## Why diamond feels the change of functional most

Carbon looks wrong. Going from LDA to PBEsol raises the calculated pressure in diamond by 8.27 GPa, while in no other crystal of the table does it rise by more than 1.88 GPa. All five have the same structure, so the two functionals seem to disagree about carbon far more than about its neighbours. Most of that impression comes from the small space that a carbon atom occupies.

Elements of the p block in space group Fd-3m, computed with Ansatz 0.2.0 (all-electron LAPW, scalar-relativistic, no spin) in LDA (1) and PBEsol (2) at the same fixed cells and k meshes. Fermi-Dirac smearing is 0.02 to 0.08 eV, the basis error target 0.25 to 1 meV/atom. Pressure is positive in compression; free atoms are spherical and unpolarised, in the same functional.

| crystal | space group | largest Z | volume (Å³/atom) | pressure, LDA (1) (GPa) | pressure, PBEsol (2) (GPa) | pressure, (2) less (1) (GPa) | energy less free atoms, LDA (1) (eV/atom) | energy less free atoms, PBEsol (2) (eV/atom) | energy less free atoms, (2) less (1) (eV/atom) |
| --- | --- | --- | --- | --- | --- | --- | --- | --- | --- |
| C | 227 | 6 | 5.643 | -10.85 | -2.57 | 8.27 | -10.14 | -9.63 | 0.51 |
| Al | 227 | 13 | 27.64 | -1.86 | -1.02 | 0.84 | -3.38 | -3.26 | 0.12 |
| Si | 227 | 14 | 20.16 | -2.17 | -0.57 | 1.60 | -5.95 | -5.75 | 0.20 |
| Ge | 227 | 32 | 22.84 | -1.84 | 0.04 | 1.88 | -5.18 | -4.92 | 0.27 |
| Sn | 227 | 50 | 34.19 | -0.34 | 0.99 | 1.33 | -4.46 | -4.20 | 0.26 |

A negative pressure means that the functional would shrink the cell, a positive one that it would expand it. Each pressure therefore depends strongly on the cell chosen. The difference $\Delta P$, PBEsol less LDA at the same cell, depends on it far less and compares the functionals themselves. Multiplied by the volume per atom $V$, it becomes an energy: 0.29 eV per atom in carbon and 0.28 eV in tin, whose atoms have six times the room. For the same small percentage of compression, the two functionals thus move apart by nearly the same energy per atom in both crystals. Carbon packs that energy into a smaller volume, which makes the pressure larger.

The free atoms give a clue to the sign of the change. The total energies of the same runs show that PBEsol lowers diamond by 3.65 eV per atom, but the free carbon atom by 4.16 eV. In every row the atom gains more than the solid, so binding is weaker in PBEsol.

Theory explains why. LDA sees only the local density, whereas PBEsol also responds to how steeply the density changes, and its extra lowering of the exchange energy is, as a fraction, largest where that change is fast compared with the density itself. The outer tail of an atom is such a region. In a crystal, neighbours fill these tails and part of the gain is lost; squeezing the crystal fills them further. PBEsol therefore resists compression more than LDA does, which is a positive $\Delta P$. The gradient term for correlation works against this, but the signs in all five rows fit an exchange part that outweighs it.

This picture gives a simple estimate. Let $D(V)$ be the binding energy lost in going to PBEsol, which is zero for separated atoms and equals the tabulated energy difference $\Delta E$ at the cell used. If the loss grows in proportion to the mean density, then

$$D=\frac{a}{V},\qquad \Delta P=-\frac{dD}{dV}=\frac{a}{V^2}=\frac{\Delta E}{V}.$$

For tin, $0.26/34.19=0.0076$ eV/Å³. Since 1 eV/Å³ is 160 GPa, this makes 1.22 GPa, against 1.33 GPa in the table.

The formula has no adjustable constant, and the output after this text compares it in all five rows with a second rule that divides one average energy by the volume. It comes within 20% of the calculated change for aluminium, silicon, germanium and tin, but is 75% too high for carbon. There the assumed growth fails. The ratio of $\Delta P\,V$ to $\Delta E$ is the power of the density with which the loss grows near the cell used, and in carbon it is 0.57 instead of 1. The artificial reference atom isn't to blame, because a diamond crystal computed without spin and pulled apart evenly would end as just such spherical atoms. Perhaps the tails are already largely filled in so short a bond, but the table doesn't show why the growth is slower. It does show the result: carbon loses about twice as much binding energy as tin, but with about half the power, and so the two reach nearly the same $\Delta P\,V$.

Germanium breaks the order set by volume. Its atoms have 13% more room than those of silicon, yet its pressure change is 18% larger, so the energy behind it must be larger too. A possible cause is the filled 3d shell. It lies about 12 eV below the valence bands, against 78 eV for silicon's 2p shell, and should reach further out into the valence density. Squeezing the crystal then also changes the density gradients where the two shells overlap, which the picture of tails leaves out. This is an argument from atomic structure that the runs don't test, and carbon reaches a high value without any d shell. Both functionals also leave germanium without its real band gap, a known error that the two runs share.

Aluminium, which in this structure is a hypothetical metal, has the smallest change, about half that of silicon. Here the reasons are plainer: its atoms take more room than those of silicon, and each brings three valence electrons instead of four. Counted per valence electron, $\Delta P\,V$ is 0.048 eV in aluminium and 0.050 eV in silicon, its neighbour in the periodic table. Tin has still more room, but its fourth electron slightly more than offsets that, and its higher energy per electron, 0.071 eV, accounts for most of its lead over aluminium.

A large pressure change needn't mean a large change of cell, because stiffness decides how far the crystal yields. Diamond's bulk modulus is roughly 440 GPa and that of grey tin roughly 53 GPa (recalled values). Dividing by them, PBEsol would enlarge the LDA cell by about 2% in volume for diamond and 2.5% for tin. The row that looked extreme in pressure is ordinary in its change of volume.

For strained silicon-germanium channels, what matters is that the two elements don't expand equally. The same estimate, with recalled bulk moduli of roughly 98 GPa for silicon and 75 GPa for germanium, gives about 1.6% in volume for silicon and 2.5% for germanium. PBEsol thus raises the calculated mismatch in lattice length by about 0.3 percentage points, on a real mismatch of roughly 4%. Strain computed with one functional shouldn't be combined with cells from the other.

For a first guess at the pressure change in a crystal of this kind, take 0.06 eV for each valence electron and divide by the volume per atom. This reproduces all five rows to within about a quarter, carbon included. The value was chosen from these same rows, so it summarises them and has yet to be tested on another crystal.

The analysis program printed:

```
Lowering of the total energy by PBEsol against LDA:
  row  solid eV/atom  free atom eV  difference in % of atom
    C          3.647         4.157                    12.27
   Al          11.58          11.7                    1.025
   Si          12.78         12.98                    1.541
   Ge          37.68         37.95                   0.7114
   Sn          70.09         70.35                   0.3696
Pressure change times volume:
  row  eV/atom  eV per valence electron  ratio to energy change  binding lost in %
    C   0.2913                  0.07282                  0.5711               5.03
   Al   0.1449                   0.0483                   1.208               3.55
   Si   0.2013                  0.05033                   1.007              3.361
   Ge    0.268                    0.067                  0.9926              5.212
   Sn   0.2838                  0.07095                   1.092               5.83
Two rules for the pressure change:
  row  energy change over volume GPa   miss %  common energy over volume GPa  miss %
    C                          14.48    75.09                          6.754  -18.34
   Al                         0.6956   -17.19                          1.379   64.15
   Si                          1.589  -0.6587                           1.89   18.15
   Ge                          1.894   0.7442                          1.669  -11.25
   Sn                          1.218   -8.392                          1.115  -16.19
Common energy used in the second rule (eV/atom): 0.2379
Largest over smallest pressure change: 9.845
Largest over smallest pressure change times volume: 2.01
Pressure change of C over that of Sn: 6.218
Volume of Sn over that of C: 6.059
Volume of Ge above Si (%): 13.29
Pressure change of Ge above Si (%): 17.5
Ge 3d top below valence bottom (eV): 11.84
Si 2p top below valence bottom (eV): 77.79
Rough volume gain from LDA to PBEsol in C (%): 1.88
Rough volume gain from LDA to PBEsol in Si (%): 1.633
Rough volume gain from LDA to PBEsol in Ge (%): 2.507
Rough volume gain from LDA to PBEsol in Sn (%): 2.509
Rough rise of the Ge-Si lattice mismatch (percentage points of length): 0.2913
```
